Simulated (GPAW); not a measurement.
A run of GPAW 26.7.0 is set up as follows.

run.py

```python
from ase.dft.bandgap import bandgap
from ase.io import read, write
from ase.units import GPa
from gpaw import GPAW, PW

atoms = read('TiO2.xyz')

calc = GPAW(mode=PW(800),
            xc='PBE',
            kpts={'size': (4, 4, 7), 'gamma': True},
            occupations={'name': 'fermi-dirac', 'width': 0.05},
            setups={'Ti': ':d,5.0'},
            nbands=43,
            convergence={'density': 1e-05, 'energy': 1e-05},
            maxiter=150,
            txt='gpaw.txt')
atoms.calc = calc
energy = atoms.get_potential_energy()
forces = atoms.get_forces()
stress = atoms.get_stress()
calc.write('gs.gpw')
write('result.traj', atoms)
print(f'Energy: {energy:.6f} eV')
print('Forces (eV/A):')
print(forces.round(4))
print('Stress (GPa):', (stress / GPa).round(3))
print('Fermi level:', round(calc.get_fermi_level(), 4), 'eV')
print(f'Gap: {bandgap(calc)[0]:.4f} eV, direct: {bandgap(calc, direct=True)[0]:.4f} eV')

path = atoms.cell.bandpath('GXMGZRAZ,XR,MA', npoints=100, eps=1e-4)
bs_calc = calc.fixed_density(kpts=path, symmetry='off', nbands=61,
                             convergence={'bands': 'CBM+6.0', 'eigenstates': 1e-6}, txt='bands.txt')
bs = bs_calc.band_structure()
bs.write('bs.json')
print(f'Gap on the path: {bandgap(bs_calc)[0]:.4f} eV')
```

The input TiO2.xyz:

```xyz
6
Lattice="4.5998373239 0.0000000000 0.0000000000 0.0000000000 4.5998373239 0.0000000000 0.0000000000 0.0000000000 2.9592135600" Properties=species:S:1:pos:R:3 pbc="T T T"
Ti     0.0000000000      0.0000000000      1.4796067800
Ti     2.2999186620      2.2999186620      0.0000000000
O      1.3998285662      1.3998285662      1.4796067800
O      0.9000900958      3.6997472281      0.0000000000
O      3.6997472281      0.9000900958      0.0000000000
O      3.2000087577      3.2000087577      1.4796067800
```

Potentials or basis: GPAW PAW data sets (gpaw-data 1.2.1), pw.

Command:

```console
$ OMP_NUM_THREADS=1 python run.py
```

Task: Predict the largest force.

Result: 0.103 eV/Å.

Task: What does it give for the band gap along the path?

Result: 2.69 eV, indirect (least direct gap 2.72 eV).

Stress tensor (GPa, compression positive):
```
 9.32  0.00  0.00
 0.00  9.32  0.00
 0.00  0.00 14.20
```

**Measured values to compare with.**

“Shallow Valence Band of Rutile GeO2 and P-type Doping”, 2020, arxiv:2011.08928 quotes, for a bulk crystal of TiO2 at 1.6 K: band gap 3.03 eV (direct).

Measured gap of TiO2: 3.03 eV (direct; 1.6 K; quoted in “Shallow Valence Band of Rutile GeO2 and P-type Doping”, 2020, arxiv:2011.08928). This calculation gives 2.69 eV (-0.34 eV). 2 values of this kind are on record in papers (3.03 to 3.05 eV); this one was drawn at random among those near their median. The value is that of PBE+U, without temperature or zero-point motion. The cell is a database's relaxed one, not the measured one, which moves gaps too.
